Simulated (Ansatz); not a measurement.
# SnO2 (Cassiterite): band structure with RPBE

SnO2 (Cassiterite):

```xyz
6
Lattice="4.7380 0.0000 0.0000 0.0000 4.7380 0.0000 0.0000 0.0000 3.1865" Properties=species:S:1:pos:R:3 pbc="T T T"
Sn    2.3690    2.3690    1.5933
Sn    0.0000    0.0000    0.0000
O     3.8240    0.9140    1.5933
O     3.2830    3.2830    0.0000
O     0.9140    3.8240    1.5933
O     1.4550    1.4550    0.0000
```

| Quantity | Value |
| --- | --- |
| Program | Ansatz 0.2.0 |
| Task | band structure |
| Functional | RPBE |
| Potentials or basis | Ansatz PAW |
| Cutoff | 420 eV (not typed: the program's choice for these potentials) |
| k mesh | 6 × 6 × 8 |
| Occupations | fermi-dirac, width 0.05 eV |
| Spin | no spin polarisation |
| Path | [["G", "X", "M", "G", "Z", "R", "A", "Z"], ["X", "R"], ["M", "A"]] |
| Points for each segment of the path | 14 |

```
Pressure                : 15.4 GPa
Largest force           : 0.307 eV/Å
Band gap on the k mesh  : 1.37 eV, direct
Band gap along the path : 1.37 eV, direct
```

Forces on the atoms (eV/Å):
```
Sn   0.000  0.000  0.000
Sn   0.000  0.000  0.000
O   -0.217  0.217  0.000
O    0.217  0.217  0.000
O    0.217 -0.217  0.000
O   -0.217 -0.217  0.000
```

Stress tensor (GPa, compression positive):
```
14.29  0.00  0.00
 0.00 14.29  0.00
 0.00  0.00 17.48
```

Levels at the corners of the path, in eV from the valence-band top:
```csv
point,band 23,band 24,band 25,band 26,band 27,band 28,band 29,band 30
Γ,-1.21,-0.77,-0.77,0.00,1.37,6.29,6.51,6.51
X,-1.17,-1.17,-0.63,-0.63,4.54,4.54,7.26,7.26
M,-1.29,-1.29,-0.89,-0.89,4.94,4.94,7.68,7.68
Γ,-1.21,-0.77,-0.77,0.00,1.37,6.29,6.51,6.51
Z,-1.62,-1.62,-1.25,-1.25,6.33,6.33,9.96,9.96
R,-1.09,-1.09,-0.68,-0.68,6.61,6.61,8.22,8.22
A,-0.96,-0.96,-0.83,-0.83,5.03,5.03,9.08,9.08
Z,-1.62,-1.62,-1.25,-1.25,6.33,6.33,9.96,9.96
X,-1.17,-1.17,-0.63,-0.63,4.54,4.54,7.26,7.26
R,-1.09,-1.09,-0.68,-0.68,6.61,6.61,8.22,8.22
M,-1.29,-1.29,-0.89,-0.89,4.94,4.94,7.68,7.68
A,-0.96,-0.96,-0.83,-0.83,5.03,5.03,9.08,9.08
```

It took 9.3 s on 2 threads of Arm Neoverse V2 (shared host), peak memory 0.42 GiB.

Caveat: the pressure holds a Pulay correction of +0.8 GPa for the finite cutoff; spin-orbit coupling is left out, which moves the levels of the heavy elements; the PAW data sets come from PBE, with cores solved anew for the run's functional, which leaves a small shift of forces and pressure.
